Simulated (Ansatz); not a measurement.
## A C vacancy next to O started on a C site in diamond, 63 atoms, charge +1

These are results of DFT, PBEsol, PAW, plane waves (Ansatz 0.2.0), not measurements.

Command:

```sh
ansatz run in.yaml --threads 7 --pin off --max-ram 13300MiB --runs-dir r --events-out ev --progress --plain
```

The input less its lattice and atoms (starting moments on atoms near the defect: 3 μB in all):

```yaml
crystal:
  symmetry: { detect: false }
kpoints:
  mp_grid: { grid: [1, 1, 1], shift: [0.25, 0.25, 0.25] }
hamiltonian:
  xc: pbesol
total_charge: 1
magnetization:
  spin_polarized: true
scf:
  occupations: { method: fermi_dirac, width: 0.01 }
relax:
  f_tol: 0.03
  max_steps: 80
  escape_saddle: false
  adjacent_minimum: "off"
output:
  forces: true
  eigenvalues: true
  populations: true
  charged_corrections: { epsilon: 5.7 }
```

Start:

```
C O
1.0
     7.10761    0.00000    0.00000
     0.00000    7.10761    0.00000
     0.00000    0.00000    7.10761
C O
62 1
Direct
  0.00161 0.00057 0.00474
  0.00504 0.99859 0.49831
  0.99972 0.49680 0.00359
  0.00062 0.49368 0.49899
  0.50018 0.00241 0.99957
  0.50365 0.99947 0.50584
  0.50032 0.50269 0.99758
  0.12818 0.12603 0.12509
  0.12588 0.12540 0.62936
  0.12445 0.62383 0.12295
  0.12827 0.62684 0.62567
  0.62573 0.12832 0.12575
  0.62641 0.12456 0.63106
  0.62265 0.62856 0.12515
  0.24943 0.25159 0.00048
  0.24603 0.24985 0.49629
  0.25355 0.74879 0.00162
  0.24699 0.75101 0.49696
  0.74939 0.24913 0.99586
  0.74777 0.25298 0.49853
  0.75374 0.75041 0.00060
  0.74980 0.75238 0.49604
  0.37408 0.37359 0.12239
  0.37623 0.38016 0.62816
  0.37489 0.87947 0.12606
  0.37224 0.88016 0.62932
  0.87957 0.37361 0.12552
  0.87486 0.37409 0.62655
  0.87607 0.86890 0.12424
  0.87915 0.87676 0.62626
  0.24834 0.00351 0.24501
  0.25417 0.99724 0.74582
  0.25345 0.50342 0.25328
  0.25007 0.49998 0.75229
  0.74933 0.99436 0.25172
  0.75388 0.99755 0.74857
  0.75202 0.49491 0.25053
  0.74864 0.50128 0.74845
  0.37588 0.12455 0.37622
  0.37523 0.12403 0.87832
  0.37271 0.63072 0.38329
  0.37213 0.62071 0.87562
  0.87773 0.12590 0.37257
  0.87465 0.12927 0.87321
  0.87994 0.62515 0.37754
  0.87468 0.62397 0.87406
  0.00055 0.25299 0.24768
  0.00149 0.24893 0.74977
  0.00281 0.74887 0.25047
  0.99689 0.75434 0.75040
  0.49894 0.24958 0.25350
  0.50091 0.24586 0.75131
  0.50481 0.74693 0.25091
  0.50228 0.75263 0.75171
  0.12949 0.37266 0.37315
  0.12378 0.37686 0.87226
  0.12668 0.87576 0.37937
  0.12270 0.87346 0.87300
  0.62032 0.37530 0.37424
  0.62640 0.37517 0.87650
  0.62923 0.87186 0.37741
  0.62683 0.87905 0.88041
  0.62105 0.62594 0.62570
```

Steps:

```
 step  energy less the first (eV)  largest force component (eV/Å)
start                       0.000                           3.002
    1                      -2.115                           1.366
    2                      -2.522                           0.459
    3                      -2.567                           0.182
    4                      -2.570                           0.027
```

A structure on the way, about -2.52 eV from the start:

```
C O
1.0
     7.10761    0.00000    0.00000
     0.00000    7.10761    0.00000
     0.00000    0.00000    7.10761
C O
62 1
Direct
  0.00058 0.00028 0.00056
  0.00083 0.99993 0.50024
  0.00069 0.50027 0.00001
  0.00096 0.50038 0.50060
  0.50083 0.00008 0.00010
  0.50060 0.00052 0.50046
  0.50073 0.50007 0.00091
  0.12584 0.12564 0.12584
  0.12536 0.12487 0.62534
  0.12491 0.62506 0.12474
  0.12612 0.62519 0.62487
  0.62503 0.12408 0.12466
  0.62537 0.12650 0.62401
  0.62463 0.62343 0.12795
  0.25115 0.25090 0.00014
  0.25152 0.25146 0.49932
  0.25179 0.74958 0.99975
  0.25146 0.74752 0.50004
  0.74979 0.25079 0.99942
  0.74900 0.25098 0.49904
  0.74991 0.74934 0.00266
  0.75449 0.75394 0.50222
  0.37655 0.37575 0.12640
  0.36626 0.36837 0.62702
  0.37485 0.87443 0.12602
  0.37866 0.87328 0.62367
  0.87575 0.37480 0.12540
  0.87382 0.37774 0.62352
  0.87525 0.87461 0.12650
  0.87640 0.87626 0.62702
  0.25060 0.99989 0.25098
  0.25166 0.99975 0.74994
  0.25076 0.50007 0.25156
  0.25355 0.50098 0.74517
  0.74983 0.99883 0.25136
  0.75003 0.00167 0.75010
  0.74704 0.49894 0.25367
  0.75429 0.50201 0.75405
  0.37643 0.12518 0.37561
  0.37503 0.12596 0.87482
  0.36327 0.63007 0.36893
  0.37897 0.62346 0.87333
  0.87627 0.12413 0.37543
  0.87530 0.12592 0.87533
  0.87360 0.62322 0.37841
  0.87637 0.62630 0.87665
  0.00031 0.25010 0.25035
  0.00010 0.25111 0.75003
  0.99968 0.74990 0.25136
  0.00176 0.74984 0.75053
  0.50120 0.25051 0.25146
  0.50069 0.25515 0.74394
  0.49961 0.74448 0.25554
  0.50308 0.75360 0.75398
  0.12506 0.37570 0.37543
  0.12585 0.37516 0.87492
  0.12491 0.87575 0.37572
  0.12657 0.87516 0.87537
  0.63387 0.36310 0.36693
  0.62375 0.37844 0.87315
  0.62325 0.87263 0.37882
  0.62729 0.87585 0.87650
  0.63538 0.63438 0.63493
```

End:

```
C O
1.0
     7.10761    0.00000    0.00000
     0.00000    7.10761    0.00000
     0.00000    0.00000    7.10761
C O
62 1
Direct
  0.00074 0.00024 0.00063
  0.00083 0.00029 0.50009
  0.00087 0.50024 0.00028
  0.00064 0.49997 0.50038
  0.50078 0.00033 0.00032
  0.50046 0.00015 0.50039
  0.50048 0.50001 0.00086
  0.12572 0.12523 0.12545
  0.12510 0.12461 0.62531
  0.12460 0.62486 0.12459
  0.12571 0.62557 0.62520
  0.62531 0.12406 0.12453
  0.62602 0.12544 0.62507
  0.62488 0.62430 0.12745
  0.25095 0.25051 0.00017
  0.25111 0.25068 0.49852
  0.25105 0.74999 0.99992
  0.25042 0.74888 0.49984
  0.75048 0.25055 0.99984
  0.74949 0.24998 0.49969
  0.75026 0.74980 0.00230
  0.75556 0.75500 0.50063
  0.37597 0.37546 0.12597
  0.36746 0.36756 0.62718
  0.37503 0.87516 0.12559
  0.37727 0.87409 0.62412
  0.87576 0.37463 0.12543
  0.87458 0.37675 0.62408
  0.87560 0.87511 0.12622
  0.87716 0.87669 0.62709
  0.25024 0.99976 0.25027
  0.25115 0.00008 0.75042
  0.25024 0.49985 0.25096
  0.25365 0.50118 0.74554
  0.75058 0.99930 0.25083
  0.75067 0.00127 0.75071
  0.74710 0.49958 0.25371
  0.75569 0.50026 0.75517
  0.37560 0.12438 0.37492
  0.37510 0.12541 0.87543
  0.36285 0.63151 0.36848
  0.37795 0.62403 0.87390
  0.87663 0.12398 0.37549
  0.87593 0.12572 0.87578
  0.87409 0.62369 0.37750
  0.87684 0.62656 0.87703
  0.00027 0.24968 0.25019
  0.00053 0.25065 0.75039
  0.99986 0.75007 0.25083
  0.00168 0.75024 0.75075
  0.50047 0.24974 0.25089
  0.50168 0.25356 0.74528
  0.50025 0.74616 0.25411
  0.50070 0.75517 0.75519
  0.12475 0.37502 0.37485
  0.12577 0.37471 0.87549
  0.12450 0.87610 0.37549
  0.12624 0.87547 0.87583
  0.63260 0.36239 0.36787
  0.62450 0.37750 0.87384
  0.62421 0.87354 0.37757
  0.62698 0.87634 0.87699
  0.63492 0.63433 0.63390
```

Self-consistency was reached.

Time: 40 s of wall time on 7 threads of a Neoverse-V2 processor, on a host shared with other runs; peak host memory 1.2 GiB.

**Question.** How much energy did the relaxation gain, and which atom moved most?

**Answer.** 2.57 eV in 4 steps, from a start with small random displacements; atom 59 (C) moved 0.13 Å, the median atom 0.03 Å (drift of the whole cell removed).

The moment started at 3 μB and ended at 1.0 μB; no other spin state is shown. The program warned that the state may not be the lowest. The one k point has no symmetry partners, which can distort the end along one axis.
